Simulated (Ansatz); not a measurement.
Y: strain energy, fitted

Y, Fm-3m, a = 4.977 Å. This isn't the element's structure at ambient conditions. Ansatz: PBEsol, PAW, 420 eV, Γ-centred 14×14×10 mesh on 2 atoms, Gaussian smearing 0.10 eV; no spin polarisation. Series: uniaxial strain along a, with b, c and atoms relaxed; x is the strain in per cent. The axes a, b, c are those of the computed cell (3.519, 3.519, 4.977 Å), along [1 1 0], [-1 1 0], [0 0 1] of the cell named above. y is the free energy over the unstrained cell, V0 = 30.820 Å³/atom.

```
x (%) y (meV/atom)
 -3.0          6.04
 -2.0          2.61
 -1.0          0.63
  0.0          0.00
  1.0             ?
  2.0          2.41
  3.0          5.25
```

Question: Fit y = c2 x² + c3 x³ to the other rows, turn c2 into a modulus, and predict the missing energy.

Answer: Least squares on the rows shown. y = 0.6272 x² − 0.01445 x³. In eV per unit strain² c2 is 6.272; this is Young's modulus along the axis (E = ½ Y V0 ε²): 2 × 6.272 × 160.2 / (30.820) = 65 GPa. At x = 1.0 the fit asked for gives 0.61 meV/atom. The run gave 0.63 meV/atom, so the fit is 0.02 meV/atom too low, within twice the rms miss on the fitted rows (0.01 meV/atom).